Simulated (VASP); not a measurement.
Wanted: the native input for a VASP 6.6.1 run.

| Quantity | Value |
| --- | --- |
| Task | relaxation of cell and atoms |
| Functional | PBEsol |
| Potentials or basis | VASP PAW PBE potentials, release 64 (Ba_sv, Ti_sv, O) |
| Cutoff | 600 eV |
| k mesh | 7 × 7 × 7 |
| Occupations | gaussian, width 0.03 eV |
| Spin | no spin polarisation |
| Further INCAR settings | ALGO = Normal; EDIFF = 1e-06; IBRION = 2; EDIFFG = -0.01; NSW = 90; ISIF = 3 |

The structure of BaTiO3 lies in POSCAR:

```
BaTiO3
1.0
    2.8273666084      1.6323808724      2.3183934932
   -2.8273666084      1.6323808724      2.3183934932
    0.0000000000     -3.2647617449      2.3183934932
Ba Ti O
1 1 3
Direct
    0.0000000000      0.0000000000      0.0000000000
    0.4845000000      0.4845000000      0.4845000000
    0.5086000000      0.5086000000      0.0175000000
    0.0175000000      0.5086000000      0.5086000000
    0.5086000000      0.0175000000      0.5086000000
```

These files were run (other wordings do the same):

INCAR

```
SYSTEM = BaTiO3
ALGO = Normal
EDIFF = 1E-6
EDIFFG = -0.01
ENCUT = 600
GGA = PS
IBRION = 2
ISIF = 3
ISMEAR = 0
KPAR = 2
LASPH = .True.
LCHARG = .False.
LREAL = .False.
LWAVE = .False.
NELM = 80
NSW = 90
PREC = Accurate
SIGMA = 0.03
```

KPOINTS

```
k-points
0
Gamma
  7 7 7
  0 0 0
```

Potentials or basis: VASP PAW PBE potentials, release 64 (Ba_sv, Ti_sv, O).

Launch:

```bash
$ cat potpaw_PBE.64/Ba_sv/POTCAR potpaw_PBE.64/Ti_sv/POTCAR potpaw_PBE.64/O/POTCAR > POTCAR
$ mpirun -np 2 vasp_std > vasp.out
```

Results of the run:

```json
{"Relaxed volume": "12.83 Å³/atom", "Relaxed cell": "a = 4.003 Å, b = 4.003 Å, c = 4.003 Å, α = 89.87°, β = 89.87°, γ = 89.87°", "Space group after relaxing (to 0.05 Å)": "R3m (No. 160)", "Energy gained by relaxing": "0.5 meV/atom", "Ionic steps": "5", "Pressure after relaxing": "0.0 GPa", "Largest force after relaxing": "0.010 eV/Å", "Band gap on the k mesh": "2.33 eV, indirect (least direct gap 2.64 eV)"}
```

Caveat: the PAW data sets were made with another functional, which shifts forces and pressure a little; spin-orbit coupling is left out, which moves the levels of the heavy elements; an odd mesh through Γ misses points on the zone boundary, where band edges often lie.

Wall time 46 s on 2 MPI ranks on Intel(R) Xeon(R) 6975P-C (Granite Rapids) (shared host), peak memory 0.24 GiB a rank.
